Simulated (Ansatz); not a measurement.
Si:

```
CELL_PARAMETERS angstrom
0.00000 2.72185 2.72185
2.72185 0.00000 2.72185
2.72185 2.72185 0.00000
ATOMIC_POSITIONS crystal
Si 0.50000 0.50000 0.50000
Si 0.75000 0.75000 0.75000
```

- Program: Ansatz 0.2.0
- Task: relaxation of cell and atoms
- Functional: RPBE
- Potentials or basis: all-electron LAPW, scalar-relativistic
- Basis error allowed: 0.001 eV/atom
- k mesh: 8 × 8 × 8
- Occupations: fermi-dirac, width 0.05 eV
- Spin: no spin polarisation

At the start: volume 20.16 Å³/atom.

Problem. How do energy, volume and symmetry change on relaxing?

Solution. Over 4 steps the energy falls by 5.8 meV/atom and the volume is 20.81 Å³/atom (+3.2 %); space group Fd-3m (No. 227, to 0.05 Å).

Step by step:
| step | energy change (eV) | largest force (eV/Å) | volume (Å³) |
| --- | --- | --- | --- |
| 1 | 0.0000 | 0.0000 | 40.33 |
| 2 | -0.0108 | 0.0000 | 41.30 |
| 3 | -0.0115 | 0.0000 | 41.62 |
| 4 | -0.0115 | 0.0000 | 41.62 |

Final structure:
```xyz
2
Lattice="0.0000 2.7506 2.7506 2.7506 0.0000 2.7506 2.7506 2.7506 0.0000" Properties=species:S:1:pos:R:3 pbc="T T T"
Si    2.7506    2.7506    2.7506
Si    4.1259    4.1259    4.1259
```
